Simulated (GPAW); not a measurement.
BaZrO3: equation of state with PBEsol

BaZrO3:

```
CELL_PARAMETERS angstrom
4.19134 0.00000 0.00000
0.00000 4.19134 0.00000
0.00000 0.00000 4.19134
ATOMIC_POSITIONS crystal
Ba 0.00000 0.00000 0.00000
Zr 0.50000 0.50000 0.50000
O 0.50000 0.50000 0.00000
O 0.50000 0.00000 0.50000
O 0.00000 0.50000 0.50000
```

| Property | Result |
| --- | --- |
| Program | GPAW 26.7.0 |
| Task | equation of state |
| Functional | PBEsol |
| Potentials or basis | PAW data sets generated in the run's folder for this functional |
| Cutoff | 800 eV |
| Basis | pw |
| k mesh | 6 × 6 × 6 |
| Occupations | fermi-dirac, width 0.05 eV |
| Spin | no spin polarisation |
| Maxiter | 150 |
| Eos scales | [0.94, 0.96, 0.98, 1.0, 1.02, 1.04, 1.06] |

- Equilibrium volume: 14.60 Å³/atom
- Bulk modulus: 162 GPa
- Pressure derivative of the bulk modulus: 4.4

Energy against volume, from the lowest point:
```tsv
volume (Å³/atom)	energy (meV/atom)
13.843	21.15
14.137	7.18
14.432	0.39
14.726	0.00
15.021	5.35
15.315	15.85
15.610	31.00
```

Wall time 4.9 min on 1 thread of Arm Neoverse V2 (shared host), peak memory 0.37 GiB.

The run has no spin-orbit coupling, so splittings on Ba are missing.
